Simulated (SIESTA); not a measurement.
Crystal: Ni.

```
CELL_PARAMETERS angstrom
0.00000 1.73757 1.73757
1.73757 0.00000 1.73757
1.73757 1.73757 0.00000
ATOMIC_POSITIONS crystal
Ni 0.00000 0.00000 0.00000
```

Base run:

```yaml
Program: SIESTA 5.4.2
Functional: vdW-DF-C09
Potentials_or_basis: PseudoDojo 0.4 standard (PBE files)
Basis: DZP (energy shift 0.003 Ry; two zetas on semicore shells)
Grid_cutoff: 800 Ry
Energy_shift: 0.003 Ry
k_mesh: 13 × 13 × 13
Occupations: fermi-dirac, width 0.05 eV
Spin: collinear spin, ferromagnetic start
Starting_moments: "[1.0] μB"
```

Its results: band gap on the k mesh none (metal or under the smearing width); pressure -0.9 GPa; net moment 0.63 μB per cell; site moments Ni +0.63 μB.

Q: The run is repeated on the same cell with these changes: functional from vdW-DF-C09 to vdW-DF2. What comes out?

A: Band gap on the k mesh none (metal or under the smearing width); pressure 25.0 GPa; net moment 0.62 μB per cell; site moments Ni +0.62 μB.

Caveats: short orbitals over semicore shells can move pressures by several GPa; the potentials were made for another functional, which shifts forces and pressure; the basis of atomic orbitals isn't converged, which shifts pressures, moduli and gaps.
